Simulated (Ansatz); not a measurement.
# MgO: relaxed-ion elastic tensor

Computed with DFT PBEsol, scalar-relativistic, plane waves, PAW (Ansatz 0.2.0). Plane waves to 420 eV; Γ-centred k mesh 8×8×8; fixed occupations. No spin polarisation.

The cell is fixed (symmetry leaves no force on the atoms) and stands under 0.0 GPa:
```xyz
2
Lattice="0.0000 2.2877 2.2877 2.2877 0.0000 2.2877 2.2877 2.2877 0.0000" Properties=species:S:1:pos:R:3 pbc="T T T"
Mg    0.0000    0.0000    0.0000
O     1.1439    1.1439    1.1439
```

The cell is the ideal cubic zincblende prototype; this isn't the usual structure of the compound.

(1) Give the relaxed-ion elastic constants (GPa, Voigt order xx yy zz yz xz xy, on the axes of the cell above).

(2) Is the crystal stable against homogeneous strain?

(3) And the moduli of a polycrystal (Hill averages)?

Answers

(1)
C11 = 145.4, C12 = 106.4, C13 = 106.4, C22 = 145.4, C23 = 106.4, C33 = 145.4, C44 = 79.7, C55 = 79.7, C66 = 79.7 GPa; the others vanish.

(2) Yes: the least eigenvalue of the tensor is 39.0 GPa.

(3) B = 119 GPa, G = 46 GPa, E = 121 GPa, ν = 0.33.

Cost: 1 run of about 0.49 core-minutes, on Intel Xeon Platinum 8375C (Ice Lake) (shared hosts).